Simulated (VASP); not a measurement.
**Si: single point with PBE**

**Measured values to compare with.**

From “Dopant-enhanced solid phase epitaxy in buried amorphous silicon layers”, 2010, arxiv:1007.5372, for a bulk crystal of Si at 0 K: band gap 1.1692 eV.

The system is Si.

```xyz
54
Lattice="-8.2029 8.2029 0.0000 -8.2029 0.0000 8.2029 0.0000 8.2029 8.2029" Properties=species:S:1:pos:R:3 pbc="T T T"
Si  -12.3043   12.3043   12.3043
Si   -6.8357    6.8357   12.3043
Si   -6.8357   12.3043    6.8357
Si  -12.3043    6.8357    6.8357
Si   -9.5700    9.5700   12.3043
Si   -1.3671    6.8357    6.8357
Si   -6.8357    1.3671    6.8357
Si   -9.5700   12.3043    9.5700
Si   -6.8357    6.8357    1.3671
Si  -12.3043    9.5700    9.5700
Si   -4.1014    9.5700    6.8357
Si   -9.5700    4.1014    6.8357
Si   -4.1014    6.8357    9.5700
Si   -1.3671    1.3671    1.3671
Si   -6.8357    4.1014    9.5700
Si   -9.5700    6.8357    4.1014
Si   -6.8357    9.5700    4.1014
Si   -6.8357    9.5700    9.5700
Si   -4.1014    4.1014    1.3671
Si   -9.5700    6.8357    9.5700
Si   -4.1014    1.3671    4.1014
Si   -1.3671    4.1014    4.1014
Si   -9.5700    9.5700    6.8357
Si   -6.8357    4.1014    4.1014
Si   -4.1014    6.8357    4.1014
Si   -4.1014    4.1014    6.8357
Si   -6.8357    6.8357    6.8357
Si  -13.6715   10.9372   10.9372
Si   -8.2029    5.4686   10.9372
Si   -8.2029   10.9372    5.4686
Si  -13.6715   13.6715   13.6715
Si  -10.9372    8.2029   10.9372
Si   -2.7343    5.4686    5.4686
Si   -8.2029    8.2029   13.6715
Si  -10.9372   10.9372    8.2029
Si   -8.2029   13.6715    8.2029
Si  -13.6715    8.2029    8.2029
Si   -5.4686    8.2029    5.4686
Si  -10.9372   10.9372   13.6715
Si   -5.4686    5.4686    8.2029
Si   -2.7343    8.2029    8.2029
Si   -8.2029    2.7343    8.2029
Si  -10.9372   13.6715   10.9372
Si   -8.2029    8.2029    2.7343
Si   -8.2029    8.2029    8.2029
Si   -5.4686   10.9372    8.2029
Si  -10.9372    5.4686    8.2029
Si   -5.4686    8.2029   10.9372
Si   -2.7343    2.7343    2.7343
Si  -10.9372    8.2029    5.4686
Si   -8.2029   10.9372   10.9372
Si   -5.4686    5.4686    2.7343
Si   -5.4686    2.7343    5.4686
Si   -8.2029    5.4686    5.4686
```

```json
{
 "Program": "VASP 6.6.1",
 "Task": "single point",
 "Functional": "PBE",
 "Potentials or basis": "VASP PAW PBE potentials, release 64 (Si)",
 "Cutoff": "450 eV",
 "k mesh": "2 × 2 × 2",
 "Occupations": "gaussian, width 0.01 eV",
 "Spin": "no spin polarisation",
 "Monkhorst-Pack mesh": "no",
 "Further INCAR settings": "PREC = Normal; LREAL = Auto; ALGO = Fast; EDIFF = 1e-06"
}
```

```yaml
Pressure: -0.2 GPa
Band_gap_on_the_k_mesh: 0.75 eV
```

Levels at points of the mesh, in eV from the valence-band top:
```
           k point  band 106  band 107  band 108  band 109  band 110  band 111
(0.00, 0.00, 0.00)      0.00      0.00      0.00      0.76      0.76      0.76
(0.50, 0.00, 0.00)     -0.44     -0.44     -0.44      1.09      1.09      1.09
(0.50, 0.50, 0.00)     -0.56     -0.56     -0.56      0.75      0.75      1.71
```

Core levels (eV, on the scale of the bands):
```
atom                           levels
1 Si  1s -1774.1, 2s -128.1, 2p -84.1
2 Si  1s -1774.1, 2s -128.1, 2p -84.1
3 Si  1s -1774.1, 2s -128.1, 2p -84.1
4 Si  1s -1774.1, 2s -128.1, 2p -84.1
5 Si  1s -1774.1, 2s -128.1, 2p -84.1
6 Si  1s -1774.1, 2s -128.1, 2p -84.1
```

Wall time 3.6 min on 2 MPI ranks on Intel(R) Xeon(R) Platinum 8488C (Sapphire Rapids) (shared host), peak memory 0.59 GiB a rank.

A measured gap of Si is 1.1692 eV (0 K; quoted in “Dopant-enhanced solid phase epitaxy in buried amorphous silicon layers”, 2010, arxiv:1007.5372); the calculated 0.75 eV misses it by -0.42 eV. 2 values of this kind are on record (1.1 to 1.1692 eV); this one was drawn at random. The value is that of PBE on a finite k mesh, which can miss the band edges, without temperature or zero-point motion. Semilocal functionals fall short of measured gaps as a rule.
